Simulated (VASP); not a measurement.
# TaC: relaxation of cell and atoms with RPBE

TaC:

```
Ta C
1.0
     0.00000    2.24879    2.24879
     2.24879    0.00000    2.24879
     2.24879    2.24879    0.00000
Ta C
1 1
Cartesian
  0.0000 0.0000 0.0000
  2.2488 2.2488 2.2488
```

- Program: VASP 6.6.1
- Task: relaxation of cell and atoms
- Functional: RPBE
- Potentials or basis: VASP PAW PBE potentials, release 64 (Ta_pv, C)
- Cutoff: 600 eV
- k mesh: 14 × 14 × 14
- Occupations: methfessel-paxton, width 0.1 eV
- Spin: no spin polarisation
- Further INCAR settings: ALGO = Normal; EDIFF = 1e-07; IBRION = 2; EDIFFG = -0.005; NSW = 90; ISIF = 3

```json
{"Pressure after relaxing": "0.0 GPa", "Band gap on the k mesh": "none (metal or under the smearing width)"}
```

Final structure:
```yaml
crystal:
  lattice:
    - [0.00000, 2.24879, 2.24879]
    - [2.24879, 0.00000, 2.24879]
    - [2.24879, 2.24879, 0.00000]
  atoms:
    - { symbol: Ta, position: [0.00000, 0.00000, 0.00000] }
    - { symbol: C, position: [0.50000, 0.50000, 0.50000] }
```

Levels at points of the mesh, in eV from the Fermi level:
```
           k point  band 4  band 5  band 6  band 7  band 8  band 9  band 10  band 11
(0.00, 0.00, 0.00)  -14.78   -1.37   -1.37   -1.37   -0.58   -0.58    -0.58     0.53
(0.50, 0.00, 0.00)  -10.55   -8.65   -5.44   -5.44    2.53    2.53     3.47     5.17
(0.50, 0.50, 0.00)  -12.70   -4.74   -4.48   -1.88   -1.88    2.40     3.84     3.84
```

It took 15 s on 1 thread of Intel(R) Xeon(R) 6975P-C (Granite Rapids) (shared host), peak memory 0.19 GiB.

Caveat: the relaxation stopped at its first step, so nothing moved; the PAW data sets were made with another functional, which shifts forces and pressure a little. Spin-orbit coupling is left out, which matters for the levels of Ta.
